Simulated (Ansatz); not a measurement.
## Two states of Pd

```yaml
crystal:
  lattice:
    - [1.38965, 2.40694, 0.00000]
    - [-1.38965, 2.40694, 0.00000]
    - [0.00000, 0.00000, 4.41994]
  atoms:
    - { symbol: Pd, position: [0.33330, 0.33340, 0.25000] }
    - { symbol: Pd, position: [0.66660, 0.66670, 0.75000] }
```

Method: PBE; PAW, plane waves to 420 eV, 9×9×5 Γ-centred mesh, fermi-dirac occupations (width 0.0202 eV) (Ansatz 0.2.0), atoms fixed.

State A: no moments (spinors with spin-orbit coupling). State B: Pd1 along (0.00, 0.00, 1.00), Pd2 along (0.00, 0.00, 1.00) (spinors with spin-orbit coupling).

**Question.** Compare the two self-consistent states.

**Answer.** State B is lower by 9.1 meV an atom at zero smearing; in free energy at this smearing B lies -8.0 meV an atom from A. So small a gap isn't resolved on this mesh where a state is a metal.

| state | free energy (meV/atom) | largest moment in a small sphere (μB) | net moment (μB/cell) | gap on mesh (eV) | pressure (GPa) | largest force (eV/Å) |
| --- | --- | --- | --- | --- | --- | --- |
| A | 8.0 | 0.00 | 0.00 | metal | 8.0 | 0.00 |
| B | 0.0 | 0.41 | 0.89 | metal | 8.2 | 0.00 |

Origin: a known structure type with other elements, at an estimated volume, so it need not be a known compound. Caveats: the SCF threshold is loose for a stress.
